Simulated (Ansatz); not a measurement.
The system is MnO.

```
Mn O
1.0
     0.00000    2.43651    2.43651
     2.43651    0.00000    2.43651
     2.43651    2.43651    0.00000
Mn O
1 1
Direct
  0.00000 0.00000 0.00000
  0.25000 0.25000 0.25000
```

Measurements of this composition are mostly on another form, of space group No. 225.

| Quantity | Value |
| --- | --- |
| Program | Ansatz 0.2.0 |
| Task | relaxation of cell and atoms |
| Functional | HSE03 |
| Potentials or basis | Ansatz PAW |
| Cutoff | 420 eV (not typed: the program's choice for these potentials) |
| k mesh | 5 × 5 × 5 |
| Occupations | fermi-dirac, width 0.05 eV |
| Spin | collinear spin, ferromagnetic start |
| Starting moments | [4.0, 0.0] μB |

At the start: volume 14.46 Å³/atom.

**Question.** Where does the relaxation end?

**Answer.** It ends after 7 steps and the volume is 13.71 Å³/atom (-5.2 %); space group F-43m (No. 216, to 0.05 Å); moment 5.00 μB per cell.

The path:
| step | energy change (eV) | largest force (eV/Å) | volume (Å³) |
| --- | --- | --- | --- |
| 1 | 0.0000 | 0.0000 | 28.93 |
| 2 | -0.0287 | 0.0000 | 27.88 |
| 3 | -0.0327 | 0.0000 | 27.41 |
| 4 | -0.0326 | 0.0000 | 27.44 |
| 5 | -0.0287 | 0.0000 | 27.44 |
| 6 | -0.0288 | 0.0000 | 27.41 |
| 7 | -0.0288 | 0.0000 | 27.41 |

Final structure:
```xyz
2
Lattice="0.0000 2.3932 2.3932 2.3932 0.0000 2.3932 2.3932 2.3932 0.0000" Properties=species:S:1:pos:R:3 pbc="T T T"
Mn    0.0000    0.0000    0.0000
O     1.1966    1.1966    1.1966
```

Caveat: the k mesh is coarse (spacing up to 0.45 Å⁻¹), so the values aren't converged, least of all with exact exchange; the magnetic or orbital state may not be the lowest; the plane-wave basis is chosen anew once the cell has moved, so the energies of steps on either side of that aren't comparable; the pressure holds a Pulay correction of +0.5 GPa for the finite cutoff; a cell with one magnetic atom can't hold antiferromagnetic order, which such compounds often take; the PAW data sets come from PBE, with cores solved anew for the run's functional, which leaves a small shift of forces and pressure.
